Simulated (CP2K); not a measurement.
Crystal: AlO.

```
CELL_PARAMETERS angstrom
2.76919 0.00000 0.00000
0.00000 2.76919 0.00000
0.00000 0.00000 2.76919
ATOMIC_POSITIONS crystal
Al 0.50000 0.50000 0.50000
O 0.00000 0.00000 0.00000
```

The cell was built by a generator and needn't be a form met in nature.

Program: CP2K 2026.2. Alike in all runs: no spin polarisation; cell as given; k mesh 10 × 10 × 10.

Problem. Order these runs on this cell by their pressure, lowest first.
A. level RPBE+D3(BJ); potentials or basis POTENTIAL_UZH Al GTH-PBE-q3, O GTH-PBE-q6; TZVP-MOLOPT-PBE-GTH basis; smearing fermi-dirac 0.05 eV; EPS_DEFAULT 1.0E-9; NGRIDS 4; CUTOFF of the grids 600 Ry
B. level PBE; potentials or basis POTENTIAL_UZH Al GTH-PBE-q3, O GTH-PBE-q6; TZVP-MOLOPT-PBE-GTH basis; smearing fermi-dirac 0.05 eV; EPS_DEFAULT 1.0E-10; NGRIDS 4; CUTOFF of the grids 600 Ry
C. level RPBE+D4; potentials or basis POTENTIAL_UZH Al GTH-PBE-q3, O GTH-PBE-q6; TZVP-MOLOPT-PBE-GTH basis; smearing fermi-dirac 0.05 eV; EPS_DEFAULT 1.0E-9; NGRIDS 4; CUTOFF of the grids 600 Ry
D. level r2SCAN; potentials or basis POTENTIAL_UZH Al GTH-SCAN-q3, O GTH-SCAN-q6; TZVP-MOLOPT-SCAN-GTH basis; smearing fermi-dirac 0.1 eV; EPS_DEFAULT 1.0E-9; NGRIDS 4; points a segment of the path (NPOINTS) 8; bands added on the path 6; CUTOFF of the grids 850 Ry
E. level LDA; potentials or basis GTH_POTENTIALS Al GTH-PADE-q3, O GTH-PADE-q6; TZVP-MOLOPT-PBE-GTH basis; smearing fermi-dirac 0.05 eV; EPS_DEFAULT 1.0E-9; NGRIDS 5; points a segment of the path (NPOINTS) 8; bands added on the path 4; CUTOFF of the grids 600 Ry

Solution. A (-16.0 GPa), E (-7.7 GPa), C (-5.0 GPa), D (-2.3 GPa), B (0.2 GPa).

Caveats: the basis of atomic orbitals isn't converged, which shifts pressures, moduli and gaps; an odd number of electrons without spin polarisation forces a metal; a magnetic or distorted state may lie lower; the potentials were made for another functional, which shifts forces and pressure (some runs); pairwise dispersion overbinds metals, which lowers pressure and volume (some runs).

Not every run made on this cell is shown here.
